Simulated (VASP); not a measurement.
Wanted: the native input for a VASP 6.6.1 run.

```
Task                               : single point
Functional                         : HSE06
Potentials or basis                : VASP PAW PBE potentials, release 64 (Be, Te)
Cutoff                             : 520 eV
k mesh                             : 4 × 4 × 4
Occupations                        : fermi-dirac, width 0.02 eV
Spin                               : no spin polarisation
Dipole correction                  : no
Exchange at q = 0                  : truncated
Grid for exact exchange (PRECFOCK) : Normal
Screening parameter                : 0.2079 1/A
Further INCAR settings             : ALGO = Normal; EDIFF = 1e-06; NBANDS = 11
```

BeTe:

```
Be Te
1.0
     0.00000    2.68323    2.68323
     2.68323    0.00000    2.68323
     2.68323    2.68323    0.00000
Be Te
1 1
Cartesian
  0.0000 0.0000 0.0000
  2.6832 2.6832 2.6832
```

The cell was built by a generator and needn't be a form met in nature.

These files were run (other wordings do the same):

POSCAR

```
BeTe
1.0
    0.0000000000      2.6832298771      2.6832298771
    2.6832298771      0.0000000000      2.6832298771
    2.6832298771      2.6832298771      0.0000000000
Be Te
1 1
Direct
    0.0000000000      0.0000000000      0.0000000000
    0.5000000000      0.5000000000      0.5000000000
```

INCAR.step1

```
SYSTEM = BeTe
PREC = Accurate
ENCUT = 520
EDIFF = 1E-5
ISMEAR = -1
SIGMA = 0.02
LREAL = .FALSE.
LASPH = .TRUE.
NELM = 80
ALGO = Normal
ISIF = 2
LWAVE = .TRUE.
NBANDS = 11
GGA = PE
```

INCAR.step2

```
SYSTEM = BeTe
PREC = Accurate
ENCUT = 520
EDIFF = 1E-6
ISMEAR = -1
SIGMA = 0.02
LREAL = .FALSE.
LASPH = .TRUE.
NELM = 80
ALGO = Normal
ISIF = 2
LWAVE = .FALSE.
LCHARG = .TRUE.
GGA = PE
LHFCALC = .TRUE.
HFSCREEN = 0.2079
PRECFOCK = Normal
LELF = .TRUE.
LVHAR = .TRUE.
NBANDS = 11
ISTART = 1
```

KPOINTS

```
Automatic mesh
0
G
  4 4 4
  0 0 0
```

Potentials or basis: VASP PAW PBE potentials, release 64 (Be, Te).

Command:

```sh
$ cat potpaw_PBE.64/Be/POTCAR potpaw_PBE.64/Te/POTCAR > POTCAR
$ cp INCAR.step1 INCAR
$ mpirun -np 1 vasp_std > vasp.out
$ cp INCAR.step2 INCAR
$ mpirun -np 1 vasp_std > vasp.out
```

It gave:

```
Pressure               : -0.2 GPa
Band gap on the k mesh : none (metal or under the smearing width)
```

Caveat: the k mesh is coarse (spacing up to 0.51 Å⁻¹), so the values aren't converged, least of all with exact exchange; the PAW data sets were made with another functional, which shifts forces and pressure a little.

Run time: 2.6 min on 1 thread of Intel(R) Xeon(R) 6975P-C (Granite Rapids), with other jobs on the host, peak memory 0.26 GiB.
